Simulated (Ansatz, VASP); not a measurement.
# Si: VASP beside Ansatz

```
Si
1.0
     0.00000    2.70358    2.70358
     2.70358    0.00000    2.70358
     2.70358    2.70358    0.00000
Si
2
Direct
  0.50000 0.50000 0.50000
  0.75000 0.75000 0.75000
```

Change from the starting cell: volume scaled by 0.98.

Alike in both runs: task single point; functional r2SCAN; k mesh 8 × 8 × 8; occupations fermi-dirac, width 0.05 eV; no spin polarisation.

|  | VASP | Ansatz |
| --- | --- | --- |
| version | VASP 6.6.1 | Ansatz 0.2.0 |
| potentials or method | VASP PAW PBE potentials, release 64 (Si) | Ansatz PAW |
| plane-wave cutoff (eV) | 520 | 500 |
| valence electrons in the cell | 8 | 8 |

|  | VASP | Ansatz | Ansatz less VASP |
| --- | --- | --- | --- |
| gap on the k mesh at the Fermi level (eV) | 0.79 | 0.78 | -0.015 |
| least direct gap on the mesh (eV) | 2.76 | 2.75 | -0.017 |
| pressure (GPa) | 1.8 | 2.1 | +0.24 |

With one functional, cell and mesh, what is left measures potentials, basis and numerics.

Caveats: the PAW data sets were made with another functional, which shifts forces and pressure a little (VASP); the PAW data sets come from PBE, with cores solved anew for the run's functional, which leaves a small shift of forces and pressure (Ansatz). A k mesh can miss the band edges.
